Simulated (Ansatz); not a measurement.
# How far is this BeTe from the hull?

Method: DFT PBE+D3(BJ), scalar-relativistic, plane waves, PAW in Ansatz 0.2.0. Settings: cutoff 420 eV, Γ-centred meshes spaced at most about 0.3 Å⁻¹ (2π included), Gaussian smearing. No spin polarisation.

Energies over the elements count from the elements' standard structures at the same level, with no fitted energy shifts.

All energies are static (0 K, no zero-point motion). These runs have no spin–orbit coupling, which can matter for Te.

The competitors are the elements and 1 reference phase of this chemical system (from databases or known types: BeTe), relaxed at the same level; other known phases may be missing.

The candidate was reached from: sheets of the MnAs type stacked in turn, changed on relaxing.

```
Be Te
1.0
    -1.91983    1.91983    7.17935
     1.91983   -1.91983    7.17935
     1.91983    1.91983   -7.17935
Be Te
2 2
Direct
  0.75000 0.25000 0.50000
  0.25000 0.75000 0.50000
  0.64268 0.64268 0.00000
  0.35732 0.35732 0.00000
```

**Question.** Where does it stand against these competitors?

**Answer.** Not the lowest form: another structure of the same formula lies lower. Its formation energy is -0.144 eV/atom. The lowest competing phase at this composition is this:

```
phase      space group             source  share of atoms  ΔE_f (eV/atom)
 BeTe  F-43m (No. 216)  Materials Project          1.0000          -0.301
```

The candidate lies 157 meV/atom above this phase. The candidate matches no cell in the subsets of the Crystallography Open Database and the Materials Project at hand. It is metastable at best. Whether it is a true minimum wasn't tested by phonons.
